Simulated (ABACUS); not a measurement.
Crystal: NiO.

```xyz
2
Lattice="0.0000 2.0859 2.0859 2.0859 0.0000 2.0859 2.0859 2.0859 0.0000" Properties=species:S:1:pos:R:3 pbc="T T T"
Ni    0.0000    0.0000    0.0000
O     2.0859    2.0859    2.0859
```

```yaml
Program: ABACUS 3.10.1
Task: relaxation of cell and atoms
Functional: AM05
Potentials_or_basis: PseudoDojo NC SR 0.4.1 PBE standard
Cutoff: 1333 eV
Density_cutoff: 5333 eV
Basis: plane waves
k_mesh: 9 × 9 × 9
Occupations: fermi-dirac, width 0.05 eV
Spin: collinear spin, ferromagnetic start
Starting_moments: "[1.0, 0.0] μB"
```

At the start: pressure -11.6 GPa; volume 9.08 Å³/atom.

Problem. Where does the relaxation end?

Solution. Over 4 steps the energy falls by 19.7 meV/atom and the volume is 8.55 Å³/atom (-5.8 %); space group Fm-3m (No. 225, to 0.05 Å); moment 0.77 μB per cell.

Step by step:
| step | energy change (eV) | largest force (eV/Å) | pressure (GPa) | volume (Å³) |
| --- | --- | --- | --- | --- |
| 1 | 0.0000 | 0.0000 | -11.57 | 18.15 |
| 2 | -0.0163 | 0.0000 | -9.06 | 17.90 |
| 3 | -0.0394 | 0.0000 | 0.51 | 17.07 |
| 4 | -0.0395 | 0.0000 | 0.04 | 17.11 |

Final structure:
```yaml
crystal:
  lattice:
    - [0.00000, 2.04513, 2.04513]
    - [2.04513, 0.00000, 2.04513]
    - [2.04513, 2.04513, 0.00000]
  atoms:
    - { symbol: Ni, position: [0.00000, 0.00000, 0.00000] }
    - { symbol: O, position: [0.50000, 0.50000, 0.50000] }
```

Caveat: the potentials were made for another functional, which shifts forces and pressure; a cell with one magnetic atom can't hold antiferromagnetic order, which such compounds often take.
